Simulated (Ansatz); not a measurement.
**HgTe (Coloradoite) under changes of volume**

One of the cells (33.215 Å³/atom); the others are scaled copies at fixed shape and fractional positions:

```
Hg Te
1.0
     0.00000    3.21450    3.21450
     3.21450    0.00000    3.21450
     3.21450    3.21450    0.00000
Hg Te
1 1
Cartesian
  0.0000 0.0000 0.0000
  4.8217 4.8217 4.8217
```

| Property | Result |
| --- | --- |
| Program | Ansatz 0.2.0 |
| Functional | r2SCAN |
| Potentials or basis | Ansatz PAW |
| Cutoff | 500 eV (not typed: the program's choice for these potentials) |
| k mesh | 7 × 7 × 7 |
| Occupations | fermi-dirac, width 0.05 eV |
| Spin | no spin polarisation |

```csv
volume (Å³/atom),energy over the lowest point (meV/atom),pressure (GPa)
31.223,83.96,7.2
31.887,?,?
32.551,36.63,4.4
33.215,21.03,3.2
33.880,10.05,2.1
34.544,3.19,1.2
35.208,0.00,0.4
```

**Question.** What does the run at 31.887 Å³/atom give?

**Answer.** Energy over the lowest point 57.40 meV/atom; pressure 5.7 GPa.

Worked out: A Birch-Murnaghan fit of order 3 (a polynomial in V^(-2/3)) to the other rows has its minimum at 35.52 Å³/atom, just outside them, with B0 = V·E''(V) = 40 GPa and B' = 5.1. It gives 57.39 meV/atom at 31.887 Å³/atom, against the run's 57.40, and -dE/dV = 5.7 GPa, against 5.7.

Energies are extrapolated to zero smearing.

Caveats: the PAW data sets come from PBE, with cores solved anew for the run's functional, which leaves a small shift of forces and pressure.
